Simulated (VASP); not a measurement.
Wanted: the native input for a VASP 6.6.1 run.

* Task: single point
* Functional: PBEsol
* Potentials or basis: VASP PAW PBE potentials, release 64 (Mg, S)
* Cutoff: 520 eV
* k mesh: 6 × 6 × 6
* Occupations: gaussian, width 0.02 eV
* Spin: no spin polarisation
* Dipole correction: no
* Further INCAR settings: ALGO = Normal; EDIFF = 1e-06; NBANDS = 16

The structure of MgS lies in POSCAR:

```
MgS
1.0
    2.5713706241      2.5713706241      0.0000000000
   -2.5713706241      2.5713706241      0.0000000000
    0.0000000000      0.0000000000      5.3892251049
Mg S
2 2
Direct
    0.0000000000      0.0000000000      0.0000000000
    0.5000000000      0.5000000000      0.5000000000
    0.5000000000      0.5000000000      0.0000000000
    0.0000000000      0.0000000000      0.5000000000
```

The cell is a database's computed one.

The cell isn't the ideal one: uniaxial strain along c, a, b and atoms relaxed: +4.0 %.

These files were run (other wordings do the same):

INCAR

```
ALGO = Normal ; EDIFF = 1E-6
ENCUT = 520 ; GGA = PS
ISIF = 2 ; ISMEAR = 0
LASPH = True ; LCHARG = False
LREAL = False ; LWAVE = False
NBANDS = 16 ; NELM = 100
PREC = Accurate ; SIGMA = 0.02
```

KPOINTS

```
k-points
0
Gamma
  6 6 6
```

Potentials or basis: VASP PAW PBE potentials, release 64 (Mg, S).

Command:

```bash
$ cat potpaw_PBE.64/Mg/POTCAR potpaw_PBE.64/S/POTCAR > POTCAR
$ mpirun -np 1 vasp_std > vasp.out
```

It gave:

* Pressure: -1.6 GPa
* Band gap on the k mesh: 2.50 eV

Caveat: the PAW data sets were made with another functional, which shifts forces and pressure a little.

Wall time 18 s on 1 thread of AMD EPYC 9R45 96-Core Processor (Zen 5) (shared host), peak memory 0.16 GiB.
